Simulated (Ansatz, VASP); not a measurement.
Two plane-wave programs on LiF

Contents of INCAR:

```
PREC = Accurate
ENCUT = 520
EDIFF = 1E-6
ISMEAR = 0
SIGMA = 0.05
LREAL = False
LASPH = True
NELM = 80
ALGO = Normal
ISIF = 2
LWAVE = False
LCHARG = False
GGA = PS
NBANDS = 18
```

Contents of KPOINTS:

```
Automatic mesh
0
Gamma
  9 9 6
```

POSCAR

```
LiF
1.0
    2.8804546505      0.0000000000      0.0000000000
   -1.4402273252      2.4945469018      0.0000000000
    0.0000000000      0.0000000000      5.4286387475
Li F
2 2
Direct
    0.3333333333      0.6666666667      0.3811542600
    0.6666666667      0.3333333333      0.8811542600
    0.3333333333      0.6666666667      0.9938437400
    0.6666666667      0.3333333333      0.4938437400
```

Input for Ansatz:

```yaml
crystal:
  lattice:
    - [2.8804546505, 0.0, 0.0]
    - [-1.4402273252, 2.4945469018, 0.0]
    - [0.0, 0.0, 5.4286387475]
  atoms:
    - { symbol: Li, position: [0.3333333333, 0.6666666667, 0.38115426] }
    - { symbol: Li, position: [0.6666666667, 0.3333333333, 0.88115426] }
    - { symbol: F, position: [0.3333333333, 0.6666666667, 0.99384374] }
    - { symbol: F, position: [0.6666666667, 0.3333333333, 0.49384374] }
basis:
  ecutwfc: 420
kpoints:
  mp_grid: { grid: [9, 9, 6] }
hamiltonian:
  xc: pbesol
scf:
  occupations: { method: gaussian, width: 0.05 }
output:
  forces: true
  stress: true
  eigenvalues: true
```

Alike in both runs: task single point; functional PBEsol; k mesh 9 × 9 × 6; occupations gaussian, width 0.05 eV; no spin polarisation.

|  | VASP | Ansatz |
| --- | --- | --- |
| version | VASP 6.6.1 | Ansatz 0.2.0 |
| potentials or method | VASP PAW PBE potentials, release 64 (Li_sv, F) | scalar-relativistic, plane waves, PAW |
| plane-wave cutoff (eV) | 520 | 420 |
| valence electrons in the cell | 20 | 20 |

|  | VASP | Ansatz | Ansatz less VASP |
| --- | --- | --- | --- |
| gap on the k mesh at the Fermi level (eV) | 7.57 | 7.59 | +0.014 |
| least direct gap on the mesh (eV) | 7.57 | 7.59 | +0.014 |
| rms of the force components (eV/Å) | 0.260 | 0.237 | -0.0225 |

Atom by atom the forces differ by 0.022 eV/Å (rms over components). The functional is the same, so the differences come from potentials, cutoffs and numerics.

Caveats: the PAW data sets were made with another functional, which shifts forces and pressure a little (VASP); an odd mesh through Γ misses points on the zone boundary, where band edges often lie.
